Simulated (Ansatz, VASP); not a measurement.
**One calculation of Nb, two programs**

The input INCAR:

```
  PREC = Accurate
  ENCUT = 520
  EDIFF = 1E-6
  ISMEAR = 0
  SIGMA = 0.05
  LREAL = False
  LASPH = True
  NELM = 100
  ALGO = Normal
  ISIF = 2
  LWAVE = False
  LCHARG = True
  GGA = PE
  LELF = True
  LVHAR = True
  NBANDS = 12
```

The input KPOINTS:

```
Automatic mesh
0
Gamma
  16 16 16
```

Contents of POSCAR:

```
Nb
1.0
    0.0000000000      2.1150000000      2.1150000000
    2.1150000000      0.0000000000      2.1150000000
    2.1150000000      2.1150000000      0.0000000000
Nb
1
Direct
    0.0000000000      0.0000000000      0.0000000000
```

Input for Ansatz:

```yaml
crystal:
  lattice:
    - [0.0, 2.115, 2.115]
    - [2.115, 0.0, 2.115]
    - [2.115, 2.115, 0.0]
  atoms:
    - { symbol: Nb, position: [0.0, 0.0, 0.0] }
basis:
  ecutwfc: 420
kpoints:
  mp_grid: { grid: [16, 16, 16] }
hamiltonian:
  xc: pbe
scf:
  occupations: { method: gaussian, width: 0.05 }
output:
  forces: true
  eigenvalues: true
  eigenstates:
    nscf_kmesh: { grid: [34, 34, 34] }
    top_band: c6
    de_dk: true
    localisation: false
  stress: true
checkpoint:
  write: ck
  compress: false
  write_wavefunctions: false
  write_every: 100000
```

This isn't the form of Nb at room conditions, which is bcc.

Alike in both runs: task single point; functional PBE; k mesh 16 × 16 × 16; occupations gaussian, width 0.05 eV; no spin polarisation.

|  | VASP | Ansatz |
| --- | --- | --- |
| version | VASP 6.6.1 | Ansatz 0.2.0 |
| potentials or method | VASP PAW PBE potentials, release 64 (Nb_sv) | scalar-relativistic, plane waves, PAW |
| plane-wave cutoff (eV) | 520 | 420 |
| valence electrons in the cell | 13 | 13 |

```csv
,VASP,Ansatz,Ansatz less VASP
pressure (GPa),-1.6,-1.3,+0.30
```
